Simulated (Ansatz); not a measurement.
# Nb2COS MXene bilayer (AA) in a perpendicular field, part 3 of 4

Wanted: the out-of-plane response of the Nb2COS MXene bilayer (AA). A positive field points along +c.

Ansatz 0.2.0; plane-wave DFT, LDA, Ansatz PAW (set soft_1); PAW set soft_1.

So far. Step 8 (Single point, field 0.3 V/Å): The dipole is 0.201 e·Å, 0.205 e·Å from its value without field.

**9. Response, atoms held**

This step: plane-wave DFT, LDA, Ansatz PAW (set soft_1); response to a field along the normal, atoms held; PAW set soft_1 (Ansatz 0.2.0).

The dipoles give the slope, and the difference of two potentials shows where the field is screened.

Numbers from this step:

* equivalent conductor thickness p/(ε₀AE): 14.40 Å
* distance between the outer atoms: 12.92 Å

Dipole of the cell against applied field:

```
applied field (V/Å)  dipole of the cell (e·Å)
             -0.050                   -0.0384
              0.000                  -0.00422
              0.050                    0.0299
              0.100                    0.0641
              0.200                     0.132
              0.300                     0.201
```

Local field over the applied field, running mean. From the potentials at -0.05 and 0.05 V/Å; running mean over 2.5 Å. Table of local field over applied field by z:

```
z (Å)  local field over applied field
    5                           0.997
    6                           0.973
    7                           0.823
    8                           0.489
    9                           0.156
   10                          0.0302
   11                          0.0205
   12                          0.0120
   13                         0.00263
   14                          6.8e-4
   15                         0.00372
   16                         0.00400
   17                         0.00587
   18                         0.00702
   19                          8.9e-4
   20                          0.0195
   21                          0.0957
   22                           0.343
   23                           0.689
   24                           0.935
   25                           0.994
   26                           1.000
```

The induced electron density oscillates, so the rows of the table below give means over windows of 1 Å about each position, cut where the curve ends. Its maxima inside the range that stand out by 2 % of the span (Å: e/Å³ per V/Å): 8.0: 0.00366, 10.7: 4.8e-4, 12.9: 3.3e-4, 16.0: 7.3e-5, 17.9: 1.6e-4, 19.3: 2.3e-4, 21.2: -1.7e-4, 22.0: -0.00163. Its minima: 10.2: -7.0e-4, 12.3: -1.4e-4, 13.6: -1.5e-4, 16.9: -1.9e-4, 18.8: -9.0e-5, 20.3: -4.4e-4, 21.8: -0.00196, 22.6: -0.00363.

Electrons, planar mean, per unit field. Table of induced electron density by z; means over each step:

z (Å), induced electron density (e/Å³ per V/Å) and a bar from the least value:
```
        5    0.00001 #############
        6    0.00014 ##############
        7    0.00114 ###################
        8    0.00311 ##############################
        9    0.00116 ###################
       10   -0.00032 ###########
       11    0.00017 ##############
       12    0.00002 #############
       13    0.00012 ##############
       14   -0.00008 #############
       15    0.00000 #############
       16    0.00004 #############
       17   -0.00011 ############
       18    0.00009 ##############
       19    0.00006 #############
       20   -0.00026 ############
       21   -0.00037 ###########
       22   -0.00217 #
       23   -0.00240 
       24   -0.00036 ###########
       25   -0.00003 #############
       26    0.00000 #############
```

By hand: between -0.05 and 0.05 V/Å the dipole changes by 0.06832 e·Å, a slope of 0.6832 e·Å²/V. A perfect conductor of thickness t has p = ε₀AEt, so t = 180.95 × 0.6832 / 8.584 = 14.40 Å (e/ε₀ = 180.95 V·Å, A in Å²).

The induced dipole is that of a conductor 14.40 Å thick.

**10. Relaxing in the field, field 0.1 V/Å**

This step: plane-wave DFT, LDA, Ansatz PAW (set soft_1); PAW set soft_1 (Ansatz 0.2.0).

Now the atoms may follow the field. A weak field makes forces of meV/Å to tens of meV/Å, so the force tolerance is set well below the usual one.

input.yaml

```yaml
crystal:
  lattice:
    - [3.148376353, 0.0, 0.0]
    - [-1.5741881765, 2.7265739024, 0.0]
    - [0.0, 0.0, 30.9192622485]
  atoms:
    - { symbol: S, position: [0.3333333333, 0.6666666667, 0.2910806839] }
    - { symbol: Nb, position: [0.6666666667, 0.3333333333, 0.3445894313] }
    - { symbol: C, position: [0.0, 0.0, 0.3839797526] }
    - { symbol: Nb, position: [0.3333333333, 0.6666666667, 0.4235922261] }
    - { symbol: O, position: [0.6666666667, 0.3333333333, 0.4564431599] }
    - { symbol: S, position: [0.3333333333, 0.6666666667, 0.5435278701] }
    - { symbol: Nb, position: [0.6666666667, 0.3333333333, 0.5970218813] }
    - { symbol: C, position: [0.0, 0.0, 0.6364160963] }
    - { symbol: Nb, position: [0.3333333333, 0.6666666667, 0.6760061628] }
    - { symbol: O, position: [0.6666666667, 0.3333333333, 0.7089193161] }
kpoints:
  mp_grid: { grid: [12, 12, 1] }
hamiltonian:
  xc: lda
  pseudopotentials: { kind: paw, azcp: { folder: soft_1 }, xc_functional: pbe }
scf:
  occupations: { method: fermi_dirac, width: 0.02585 }
  convergence: { dr2_threshold: 1.0e-10 }
efield:
  axis: 3
  dipole_correction: true
  ramp_position: 0.947
  ramp_width: 0.0935
  amplitude: 0.1
relax:
  f_tol: 0.001
  max_steps: 60
output:
  write_potential: true
  write_density: true
  volumetric_format: npy
```

On the command line:

```bash
$ ansatz run input.yaml --threads 4 --pin off --max-ram 6144MiB --backend cpu --events-out ev --progress --plain --runs-dir out
```

Numbers of over 12 decimals in the logs are rounded to 6 here.

Log:

```text
[...]
Crystal: 10 atoms, lattice volume = 265.420 Å³
Basis set: ecut = 420 eV, 5143 PW (Γ)
Bands: 52, of which v1, the nominal top of the filled ones, is band 42 counted from 1 (41 counted from 0)
Symmetry: 6 space group operations
[...]
k-points: 19 of 144 (time reversal used)
[...]
SCF iter   1: F=—  HF=-21129.049621 eV  |F-HF|=—  |Δ(HF+E_count)|=         —  Δρ=1.23e-1  dr2=5.49e1  ethr=3.10e-3  p=0.071 e·Å  D=4.85e-2 V/Å  ΔV_dip=-1.50 eV  dr2_dipole=6.28e-2  V_vac-E_F(+/−)=7.53/6.29 eV  ⟨swp⟩=9.3  Hψ=5317  notcnv=0
[...]
SCF iter  13: F=-21114.195441 eV  HF=-21114.195441 eV  |F-HF|=5.82e-11  |Δ(HF+E_count)|=  2.18e-11  Δρ=5.36e-8  dr2=2.51e-11  ethr=1.00e-12  p=0.064 e·Å  D=4.37e-2 V/Å  ΔV_dip=-1.35 eV  dr2_dipole=4.56e-12  V_vac-E_F(+/−)=6.39/5.01 eV  ⟨swp⟩=8.3  Hψ=5875  notcnv=0
SCF 1 converged in 13 iterations: F = -21114.195441 eV  dr2 = 2.51e-11
[...]
relax step   1: F+E_penalty+E_count = -21114.19544082 eV  Δ(F+E_penalty+E_count) = +0.000e0 eV  max|allowed force component| = 5.521e-2 eV/Å  Δτ_max = 0.0000 Å  (13 SCF iters, accepted)
[...]
SCF iter   9: F=-21114.195547 eV  HF=-21114.195547 eV  |F-HF|=9.82e-11  |Δ(HF+E_count)|=  8.73e-11  Δρ=5.48e-8  dr2=1.01e-11  ethr=1.00e-12  p=0.065 e·Å  D=4.45e-2 V/Å  ΔV_dip=-1.37 eV  dr2_dipole=1.41e-13  V_vac-E_F(+/−)=6.37/5.01 eV  ⟨swp⟩=8.0  Hψ=5769  notcnv=0
SCF 2 converged in 9 iterations: F = -21114.195547 eV  dr2 = 1.01e-11
relax step   2: F+E_penalty+E_count = -21114.19554738 eV  Δ(F+E_penalty+E_count) = -1.066e-4 eV  max|allowed force component| = 1.192e-2 eV/Å  Δτ_max = 0.0081 Å  (9 SCF iters, accepted)
SCF iter   1: F=—  HF=-21114.195673 eV  |F-HF|=—  |Δ(HF+E_count)|=         —  Δρ=3.33e-4  dr2=6.30e-4  ethr=8.42e-6  p=0.065 e·Å  D=4.45e-2 V/Å  ΔV_dip=-1.37 eV  dr2_dipole=7.67e-5  V_vac-E_F(+/−)=6.37/5.01 eV  ⟨swp⟩=2.0  Hψ=1817  notcnv=0  defer=72
[...]
SCF iter   8: F=-21114.195565 eV  HF=-21114.195565 eV  |F-HF|=7.28e-12  |Δ(HF+E_count)|=  2.22e-10  Δρ=7.24e-8  dr2=3.01e-11  ethr=1.00e-12  p=0.065 e·Å  D=4.45e-2 V/Å  ΔV_dip=-1.37 eV  dr2_dipole=6.21e-12  V_vac-E_F(+/−)=6.37/5.01 eV  ⟨swp⟩=8.5  Hψ=6064  notcnv=0
SCF 3 converged in 8 iterations: F = -21114.195565 eV  dr2 = 3.01e-11
relax step   3: F+E_penalty+E_count = -21114.19556523 eV  Δ(F+E_penalty+E_count) = -1.785e-5 eV  max|allowed force component| = 4.907e-3 eV/Å  Δτ_max = 0.0036 Å  (8 SCF iters, accepted)
[...]
relax step   4: F+E_penalty+E_count = -21114.19556642 eV  Δ(F+E_penalty+E_count) = -1.189e-6 eV  max|allowed force component| = 2.929e-3 eV/Å  Δτ_max = 0.0003 Å  (6 SCF iters, accepted)
SCF iter   1: F=—  HF=-21114.195567 eV  |F-HF|=—  |Δ(HF+E_count)|=         —  Δρ=1.08e-5  dr2=6.06e-7  ethr=5.51e-9  p=0.065 e·Å  D=4.44e-2 V/Å  ΔV_dip=-1.37 eV  dr2_dipole=3.80e-8  V_vac-E_F(+/−)=6.37/5.01 eV  ⟨swp⟩=2.0  Hψ=1737  notcnv=0  defer=72
[...]
SCF iter   6: F=-21114.195567 eV  HF=-21114.195567 eV  |F-HF|=9.09e-11  |Δ(HF+E_count)|=  1.35e-10  Δρ=3.17e-8  dr2=3.00e-12  ethr=1.00e-12  p=0.065 e·Å  D=4.44e-2 V/Å  ΔV_dip=-1.37 eV  dr2_dipole=2.21e-13  V_vac-E_F(+/−)=6.37/5.01 eV  ⟨swp⟩=8.0  Hψ=5629  notcnv=0
SCF 5 converged in 6 iterations: F = -21114.195567 eV  dr2 = 3.00e-12
relax step   5: F+E_penalty+E_count = -21114.19556679 eV  Δ(F+E_penalty+E_count) = -3.702e-7 eV  max|allowed force component| = 1.006e-4 eV/Å  Δτ_max = 0.0002 Å  (6 SCF iters, accepted)
[...]
the band table was solved once a step of the walk had ended and its energy, with any forces and stress, was formed, with the checks that follow a solve (5716 applications of the Hamiltonian). They found nothing against the state; the energy, forces and stress were not computed again (output.eigenvalues in the input reference)
[...]
SCF converged after 6 iterations
Free energy (F): -21114.195567 eV
[...]
Internal energy: -21114.186565 eV  (E = F + TS)
E sigma→0 (E₀):  -21114.191066 eV
Entropy (-TS):   -0.009002 eV (-0.900 meV/atom)
Fermi energy:    4.024279 eV
Dipole field:    D = 0.044433 V/Å  (p = 0.065174 e·Å, saw-weighted, corrected)
Work function:   not extracted (applied field tilts the vacuum); planar V_es + V_field profile in the machine report
[...]
--- Forces (eV/Å), atoms counted from 1 ---
  atom   1  S     -0.00000000    -0.00000000    -0.00000861
  atom   2  Nb    -0.00000000    -0.00000000     0.00010316
  atom   3  C      0.00000000     0.00000000     0.00000273
  atom   4  Nb    -0.00000000     0.00000000    -0.00004799
  atom   5  O     -0.00000000     0.00000000     0.00012473
  atom   6  S      0.00000000    -0.00000000    -0.00001430
  atom   7  Nb    -0.00000000     0.00000000     0.00013243
  atom   8  C      0.00000000     0.00000000     0.00000500
  atom   9  Nb    -0.00000000     0.00000000    -0.00003441
  atom  10  O     -0.00000000     0.00000000     0.00005553
  max |Σ_I F_I| component: 3.18e-4 eV/Å
--- Band table (eV; the first three rows and the last of 19) ---
  k-point 0: bands = [... 38 lower, 3.2333, 3.2333, 3.6328, 3.6328, 3.6518, 3.6518, 3.7929, 3.9717, ... 6 higher]
  k-point 1: bands = [... 38 lower, 2.7827, 2.8091, 3.4377, 3.4863, 4.0635, 4.1069, 4.3188, 4.4484, ... 6 higher]
  k-point 2: bands = [... 38 lower, 2.4440, 2.4627, 2.9472, 3.0639, 4.4051, 4.4523, 4.8093, 4.9788, ... 6 higher]
  k-point 18: bands = [... 38 lower, 0.6745, 0.7398, 4.4922, 4.5335, 4.6280, 4.8499, 5.4637, 5.4964, ... 6 higher]
--- Relaxed structure (5 steps of the walk, 5 accepted, 0 SCFs on fresh bases) ---
  F+E_penalty+E_count = -21114.19556679 eV   max|allowed force component| = 1.006e-4 eV/Å
  atoms:
    - { symbol: S, position: [0.333333, 0.666667, 0.291180] }
    - { symbol: Nb, position: [0.666667, 0.333333, 0.344742] }
    - { symbol: C, position: [0, 0, 0.384115] }
    - { symbol: Nb, position: [0.333333, 0.666667, 0.423741] }
    - { symbol: O, position: [0.666667, 0.333333, 0.456556] }
    - { symbol: S, position: [0.333333, 0.666667, 0.543372] }
    - { symbol: Nb, position: [0.666667, 0.333333, 0.596912] }
    - { symbol: C, position: [0, 0, 0.636293] }
    - { symbol: Nb, position: [0.333333, 0.666667, 0.675924] }
    - { symbol: O, position: [0.666667, 0.333333, 0.708741] }
```

It took 35 s on 4 threads of Arm Neoverse V1, shared host; peak memory 0.65 GiB.

Step by step:

```
step  energy less that of the first step (eV)  largest force component (eV/Å)
   1                                   0.0000                          0.0552
   2                                  -0.0001                          0.0119
   3                                  -0.0001                          0.0049
   4                                  -0.0001                          0.0029
   5                                  -0.0001                          0.0001
```

The run keeps the 6 symmetry operations that it works with, so distortions that break them were not tested.

The relaxed structure:

```xyz
10
Lattice="3.1484 0.0000 0.0000 -1.5742 2.7266 0.0000 0.0000 0.0000 30.9193" Properties=species:S:1:pos:R:3
S     0.0000    1.8177    9.0031
Nb    1.5742    0.9089   10.6592
C     0.0000    0.0000   11.8766
Nb    0.0000    1.8177   13.1017
O     1.5742    0.9089   14.1164
S     0.0000    1.8177   16.8007
Nb    1.5742    0.9089   18.4561
C     0.0000    0.0000   19.6737
Nb    0.0000    1.8177   20.8991
O     1.5742    0.9089   21.9137
```

This step gave:

```
energy at zero smearing : -21114.1911 eV
dipole along the normal : 0.06517 e·Å
```

The relaxation took 5 steps and lowered the energy by 1.3e-4 eV; the largest force on the free atoms ends at 1.0e-4 eV/Å.

The dipole is 0.0652 e·Å, 0.0694 e·Å from its value without field.

**11. Field on, atoms free, field -0.1 V/Å**

The opposite sign, again from the field-free geometry; the difference of the two cancels what relaxes without a field.

input.yaml, as its differences from that of step 10:

```diff
@@ -29,3 +29,3 @@
   ramp_width: 0.0935
-  amplitude: 0.1
+  amplitude: -0.1
 relax:
```

Log:

```text
[...]
Crystal: 10 atoms, lattice volume = 265.420 Å³
Basis set: ecut = 420 eV, 5143 PW (Γ)
Bands: 52, of which v1, the nominal top of the filled ones, is band 42 counted from 1 (41 counted from 0)
Symmetry: 6 space group operations
[...]
k-points: 19 of 144 (time reversal used)
[...]
- { symbol: C, position: [0, 0, 0.384112] }
    - { symbol: Nb, position: [0.333333, 0.666667, 0.423755] }
    - { symbol: O, position: [0.666667, 0.333333, 0.456558] }
    - { symbol: S, position: [0.333333, 0.666667, 0.543363] }
    - { symbol: Nb, position: [0.666667, 0.333333, 0.596912] }
    - { symbol: C, position: [0, 0, 0.636275] }
    - { symbol: Nb, position: [0.333333, 0.666667, 0.675858] }
    - { symbol: O, position: [0.666667, 0.333333, 0.708824] }
[key lines of the parts left out:]
SCF converged after 5 iterations
Free energy (F): -21114.196401 eV
Fermi energy:    4.018996 eV
Dipole field:    D = -0.050110 V/Å  (p = -0.073502 e·Å, saw-weighted, corrected)
```

Wall time 35 s (4 threads); peak memory 0.65 GiB; 2.3 min of CPU time.

Step by step:

```
step  energy less that of the first step (eV)  largest force component (eV/Å)
   1                                   0.0000                          0.0322
   2                                  -0.0001                          0.0106
   3                                  -0.0001                          0.0043
   4                                  -0.0001                          0.0022
   5                                  -0.0001                          0.0001
```

Forces are held to the 6 operations that the run works with; a distortion that breaks them can't arise in this run.

Final coordinates:

```xyz
10
Lattice="3.1484 0.0000 0.0000 -1.5742 2.7266 0.0000 0.0000 0.0000 30.9193" Properties=species:S:1:pos:R:3
S     0.0000    1.8177    9.0033
Nb    1.5742    0.9089   10.6589
C     0.0000    0.0000   11.8764
Nb    0.0000    1.8177   13.1022
O     1.5742    0.9089   14.1164
S     0.0000    1.8177   16.8004
Nb    1.5742    0.9089   18.4561
C     0.0000    0.0000   19.6732
Nb    0.0000    1.8177   20.8970
O     1.5742    0.9089   21.9163
```

Numbers from this step:

| Quantity | Value |
| --- | --- |
| energy at zero smearing | -21114.1919 eV |
| dipole along the normal | -0.07350 e·Å |

The relaxation took 5 steps and lowered the energy by 8.6e-5 eV; the largest force on the free atoms ends at 6.3e-5 eV/Å.

The dipole is -0.0735 e·Å, -0.0693 e·Å from its value without field.

**12. Response, atoms relaxed**

This step: plane-wave DFT, LDA, Ansatz PAW (set soft_1); response to a field along the normal, atoms relaxed; PAW set soft_1 (Ansatz 0.2.0).

The same analysis on the two relaxed runs holds the ionic part too; their mesh is coarser, so small differences from the held value can come from that.

Numbers from this step:

```yaml
equivalent_conductor_thickness_p_eps_0ae: 14.62 Å
distance_between_the_outer_atoms: 12.91 Å
```

Dipole of the cell against applied field:

```
applied field (V/Å)  dipole of the cell (e·Å)
            -0.1000                   -0.0735
             0.1000                    0.0652
```

Local field over the applied field, running mean. From the potentials at -0.1 and 0.1 V/Å; running mean over 2.5 Å. Local field over applied field against z:

```
z (Å)  local field over applied field
    5                           0.997
    6                           0.973
    7                           0.819
    8                           0.495
    9                           0.170
   10                          0.0219
   11                         -0.0130
   12                          0.0245
   13                          0.0212
   14                          0.0124
   15                         -0.0235
   16                         -0.0255
   17                        -0.00485
   18                          0.0253
   19                          0.0862
   20                          -0.124
   21                          0.0487
   22                           0.250
   23                           0.762
   24                           0.916
   25                           0.994
   26                           1.000
```

Electrons, planar mean, per unit field. The induced electron density by z:

```
z (Å)  induced electron density (e/Å³ per V/Å)
    5                                   1.0e-5
    6                                   1.2e-4
    7                                  0.00101
    8                                  0.00393
    9                                   9.9e-4
   10                                 -0.00264
   11                                  0.00157
   12                                  0.00117
   13                                  0.00110
   14                                 -0.00117
   15                                  -1.4e-4
   16                                  -8.4e-4
   17                                  -8.2e-5
   18                                   3.8e-4
   19                                 -0.00163
   20                                 -0.00586
   21                                  0.00663
   22                                 -0.00506
   23                                 -0.00377
   24                                  -3.0e-4
   25                                  -2.0e-5
   26                                  -1.3e-6
```

The induced dipole is that of a conductor 14.62 Å thick.

**13. The same run with other settings**

This step: plane-wave DFT, LDA, Ansatz PAW (set soft_1) (Ansatz 0.2.0).

An input spoilt on purpose, to show how the run answers: it repeats the earlier run at 0.05 V/Å with crystal.atoms[9].position to [0.0317624, 0.0, 0.6364161], and scf.max_iter set to 100.

input.yaml, as its differences from that of step 11:

```diff
@@ -15,5 +15,8 @@
     - { symbol: Nb, position: [0.3333333333, 0.6666666667, 0.6760061628] }
-    - { symbol: O, position: [0.6666666667, 0.3333333333, 0.7089193161] }
+    - { symbol: O, position: [0.0317624, 0.0, 0.6364161] }
 kpoints:
-  mp_grid: { grid: [12, 12, 1] }
+  mp_grid: { grid: [18, 18, 1] }
+  band_path:
+    path: [[0, 0, 0], [0.5, 0, 0], [0.33333333, 0.33333333, 0], [0, 0, 0]]
+    npoints: 16
 hamiltonian:
@@ -24,2 +27,3 @@
   convergence: { dr2_threshold: 1.0e-10 }
+  max_iter: 100
 efield:
@@ -27,8 +31,5 @@
   dipole_correction: true
-  ramp_position: 0.947
-  ramp_width: 0.0935
-  amplitude: -0.1
-relax:
-  f_tol: 0.001
-  max_steps: 60
+  ramp_position: 0.97
+  ramp_width: 0.06
+  amplitude: 0.05
 output:
```

Log:

```text
[...]
Crystal: 10 atoms, lattice volume = 265.420 Å³
Basis set: ecut = 420 eV, 5143 PW (Γ)
Bands: 52, of which v1, the nominal top of the filled ones, is band 42 counted from 1 (41 counted from 0)
Symmetry: 1 space group operations
[...]
k-points: 164 of 324 (time reversal used)
[...]
SCF iter   1: F=—  HF=-18325.143833 eV  |F-HF|=—  |Δ(HF+E_count)|=         —  Δρ=1.82e-1  dr2=6.97e1  ethr=3.10e-3  p=0.035 e·Å  D=2.39e-2 V/Å  ΔV_dip=-0.74 eV  dr2_dipole=9.69e0  V_vac-E_F(+/−)=6.90/6.21 eV  ⟨swp⟩=9.0  Hψ=45578  notcnv=0
[...]
SCF iter  15: F=-18305.263761 eV  HF=-18305.263761 eV  |F-HF|=8.73e-11  |Δ(HF+E_count)|=  9.46e-11  Δρ=1.15e-7  dr2=7.62e-11  ethr=1.00e-12  p=0.100 e·Å  D=6.83e-2 V/Å  ΔV_dip=-2.11 eV  dr2_dipole=1.05e-11  V_vac-E_F(+/−)=4.66/5.35 eV  ⟨swp⟩=13.8  Hψ=40133  notcnv=0
SCF 1 converged in 15 iterations: F = -18305.263761 eV  dr2 = 7.62e-11
[...]
SCF converged after 15 iterations
Free energy (F): -18305.263761 eV
[...]
Internal energy: -18305.255337 eV  (E = F + TS)
E sigma→0 (E₀):  -18305.259549 eV
Entropy (-TS):   -0.008425 eV (-0.842 meV/atom)
Fermi energy:    4.542259 eV
Dipole field:    D = 0.068345 V/Å  (p = 0.100249 e·Å, saw-weighted, corrected)
Work function:   not extracted (applied field tilts the vacuum); planar V_es + V_field profile in the machine report
[...]
--- Band table (eV; the first three rows and the last of 164) ---
  k-point 0: bands = [... 38 lower, 3.7469, 3.7532, 3.7543, 3.9783, 4.1712, 4.1786, 4.1792, 4.4274, ... 6 higher]
  k-point 1: bands = [... 38 lower, 3.3522, 3.4947, 3.7291, 4.0642, 4.1055, 4.3157, 4.4456, 4.7171, ... 6 higher]
  k-point 2: bands = [... 38 lower, 2.9194, 3.1854, 3.7372, 3.8545, 4.2636, 4.6251, 4.7542, 5.0746, ... 6 higher]
  k-point 163: bands = [... 38 lower, 3.0637, 3.5833, 4.5847, 4.7320, 5.6998, 6.5112, 6.5661, 6.6317, ... 6 higher]
```

Elapsed: 2.4 min, on 4 threads; peak memory 2.3 GiB.

```
                     quantity  this run  earlier run  difference
dipole along the normal (e·Å)    0.1002      0.02995       0.070
```

It moves by +0.0703 e·Å.

The fault (atoms that overlap) shows in the results, which are not taken further.

(Continued in part 4 of 4.)

[Logs are printed without paths, hosts, clocks, repeated set-up lines and the standing remarks that a program may print on its own settings, such as how far it seeks lower states.]

[Hosts, paths, dates, database ids (printed as entryN), source tags and the programs' standing remarks are cut or masked in the printed files.]

[Maps of the electrostatic potential energy from Ansatz leave out the sawtooth potential of an applied field or a dipole correction, so their vacuum need not be flat; planar profiles and work functions include it.]
